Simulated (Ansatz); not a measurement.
HgSe: do energies and stresses tell the same story?

These are results of DFT PBE, scalar-relativistic, plane waves, PAW (Ansatz 0.2.0), not measurements.

Settings: cutoff 420 eV, Γ-centred mesh 12×12×12 on the computed 2-atom cell, Gaussian smearing of 0.10 eV; no spin polarisation.

Relaxed cell: F-43m, a = 6.260 Å, b = 6.260 Å, c = 6.260 Å, α = 90.00°, β = 90.00°, γ = 90.00°, 2 atoms in the primitive cell.

Energies at zero smearing and pressures from the stress tensor, at volumes with shape and atoms relaxed:
| V (Å³/atom) | E − E(first) (meV/atom) | P (GPa) |
| --- | --- | --- |
| 26.988 | 0.00 | 7.49 |
| 27.908 | -35.89 | 5.08 |
| 28.828 | -59.11 | 3.07 |
| 29.748 | -71.78 | 1.39 |
| 30.668 | -75.65 | -0.01 |
| 31.588 | -72.17 | -1.17 |
| 32.508 | -62.57 | -2.14 |
| 33.735 | -41.99 | -3.19 |

Q: Check P = −dE/dV between neighbouring volumes, and get the bulk modulus from the pressures alone.

A: With 1 eV/Å³ = 160.2 GPa:
```csv
middle V (Å³/atom),−ΔE/ΔV (GPa),mean P (GPa)
27.448,6.249,6.286
28.368,4.045,4.075
29.288,2.207,2.231
30.208,0.673,0.694
31.128,-0.606,-0.589
32.048,-1.672,-1.658
33.121,-2.687,-2.665
```

The two differ by 0.04 GPa at most. The mean of two end pressures misses the average over a step by about ΔV² P″/12, up to 0.04 GPa here; with that taken off 0.00 GPa remains. Around V = 30.668 Å³/atom, the two neighbours give B = −V ΔP/ΔV = 30.668 × 2.57 / 1.840 = 42.8 GPa, against B0 = 42.5 GPa from the Birch–Murnaghan fit of the energies.

Spin–orbit coupling is left out, which can shift energies with elements as heavy as these.